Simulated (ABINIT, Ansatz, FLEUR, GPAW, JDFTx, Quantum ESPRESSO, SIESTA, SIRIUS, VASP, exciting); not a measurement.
## Si2Mo: 12 runs at one level of theory

```
Mo Si
1.0
    -1.60000    1.60000    3.93050
     1.60000   -1.60000    3.93050
     1.60000    1.60000   -3.93050
Mo Si
1 2
Cartesian
  0.0000 0.0000 0.0000
  0.0000 0.0000 5.2433
  0.0000 0.0000 2.6177
```

Alike in all runs: task single point; functional PBE; k mesh 12 × 12 × 12; occupations fermi-dirac, width 0.05 eV; no spin polarisation; no spin-orbit coupling. Pressure is positive in compression and, in plane waves, holds the error of the finite cutoff, which Ansatz's Pulay term estimates and takes out.

```
                                                                                   program and potentials  plane-wave cutoff (eV)                             notes  band gap (eV)  pressure (GPa)  largest force (eV/Å)
SIESTA, files PseudoDojo sr-pbe-0.4.1-standard, DZP (energy shift 0.003 Ry; two zetas on semicore shells)                       -                      atomic basis         no gap            3.71                 0.240
                                                                                 ABINIT, JTH PAW PBE v2.0                     408                                 -         no gap            2.34                 0.274
                                                                    JDFTx, PseudoDojo-SR-PBE-0.5-standard                    1088                                 -         no gap            2.32                 0.275
                                                           Ansatz, all-electron LAPW, scalar-relativistic                       -                                 -         no gap            2.27                 0.279
                                                               GPAW, GPAW PAW data sets (gpaw-data 1.2.1)                     600                                 -         no gap            2.84                 0.265
                                                                               FLEUR, all-electron, FLAPW                       -                                 -         no gap               -                 0.275
                                                                    Ansatz, Ansatz PAW (earlier soft set)                     420  Pulay term of +0.02 GPa included         no gap            2.26                 0.279
                                                            SIRIUS, all-electron FP-LAPW, apw+lo standard                       -                                 -         no gap               -                 0.282
                                              SIRIUS, PseudoDojo 0.4.1 PBE standard (scalar relativistic)                    1102                                 -         no gap            2.33                 0.275
                                                                    VASP, PBE PAW files Mo_sv, Si, 520 eV                     520                                 -         no gap            2.40                 0.274
                          exciting, all-electron LAPW+lo, shipped species files, valence relativity iora*                       -                                 -         no gap               -                 0.284
                                                                Quantum ESPRESSO, SSSP 1.3 efficiency PBE                     816                                 -         no gap            2.07                 0.283
```

Force on atom 2 (Si), eV/Å:

| program and potentials | x | y | z |
| --- | --- | --- | --- |
| SIESTA, files PseudoDojo sr-pbe-0.4.1-standard, DZP (energy shift 0.003 Ry; two zetas on semicore shells) | 0.000 | 0.000 | -0.240 |
| ABINIT, JTH PAW PBE v2.0 | 0.000 | 0.000 | -0.274 |
| JDFTx, PseudoDojo-SR-PBE-0.5-standard | 0.000 | 0.000 | -0.275 |
| Ansatz, all-electron LAPW, scalar-relativistic | 0.000 | 0.000 | -0.279 |
| GPAW, GPAW PAW data sets (gpaw-data 1.2.1) | 0.000 | 0.000 | -0.265 |
| FLEUR, all-electron, FLAPW | 0.000 | 0.000 | -0.275 |
| Ansatz, Ansatz PAW (earlier soft set) | 0.000 | 0.000 | -0.279 |
| SIRIUS, all-electron FP-LAPW, apw+lo standard | 0.000 | 0.000 | -0.282 |
| SIRIUS, PseudoDojo 0.4.1 PBE standard (scalar relativistic) | 0.000 | 0.000 | -0.275 |
| VASP, PBE PAW files Mo_sv, Si, 520 eV | 0.000 | 0.000 | -0.274 |
| exciting, all-electron LAPW+lo, shipped species files, valence relativity iora* | 0.000 | 0.000 | -0.284 |
| Quantum ESPRESSO, SSSP 1.3 efficiency PBE | 0.000 | 0.000 | -0.283 |

None finds a gap. The pressure spans 2.07 (Quantum ESPRESSO, SSSP 1.3 efficiency PBE) to 3.71 GPa (SIESTA, files PseudoDojo sr-pbe-0.4.1-standard, DZP (energy shift 0.003 Ry; two zetas on semicore shells)), with all-electron results at 2.27. Rows in atomic bases carry the error of their basis and grid, which can be large.

The functional is the same throughout but for its coding, so the spread measures potentials, basis and numerics; runs on potential files found faulty are left out.
